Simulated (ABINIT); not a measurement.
Au: optical spectrum with LDA-Teter

Crystal: Au.

```xyz
1
Lattice="-1.6118 1.6118 1.6118 1.6118 -1.6118 1.6118 1.6118 1.6118 -1.6118" Properties=species:S:1:pos:R:3 pbc="T T T"
Au    0.0000    0.0000    0.0000
```

This isn't the form of Au at room conditions, which is fcc.

The cell isn't the ideal one: volume scaled by 0.92.

```json
{
 "Program": "ABINIT 10.8.3 (patched build)",
 "Task": "optical spectrum",
 "Functional": "LDA-Teter",
 "Potentials or basis": "PseudoDojo NC SR LDA v0.4.1 standard",
 "Cutoff": "952 eV",
 "k mesh": "14 × 14 × 14, with 2 shifts",
 "Occupations": "gaussian, width 0.1 eV",
 "Spin": "no spin polarisation",
 "Bands in the sums": "16",
 "Broadening (eV)": "0.1",
 "Scissor shift (eV)": "0",
 "Tensor components": "[11]"
}
```

```json
{
  "Pressure": "-2.3 GPa"
}
```

Dielectric function (mean over the directions given):
```
energy (eV)  real part  imaginary part
       0.33       8.49            0.03
       1.31       9.54            0.41
       2.29       9.70            7.15
       3.37       6.37            5.22
       4.35       2.84            7.26
       5.44       4.20            4.34
       6.42       4.33            5.14
       7.51       2.68            6.96
       8.49       0.28            4.95
       9.58       0.37            3.23
      10.56       0.99            2.67
      11.65       1.29            2.38
      12.63       0.84            1.98
      13.71       1.21            2.17
      14.69       2.19            2.37
      15.78       0.91            2.96
      16.76       0.93            2.54
      17.85       0.57            2.30
      18.83       0.36            2.69
      19.92       0.71            1.69
```

It took 3 min on 1 thread of Arm Neoverse V2, with other jobs on the host, peak memory 2.2 GiB.

Caveat: the intraband (Drude) term is left out; spectra need much finer meshes, so this one isn't converged; independent-particle spectra lack excitons. The run has no spin-orbit coupling, so splittings on Au are missing.
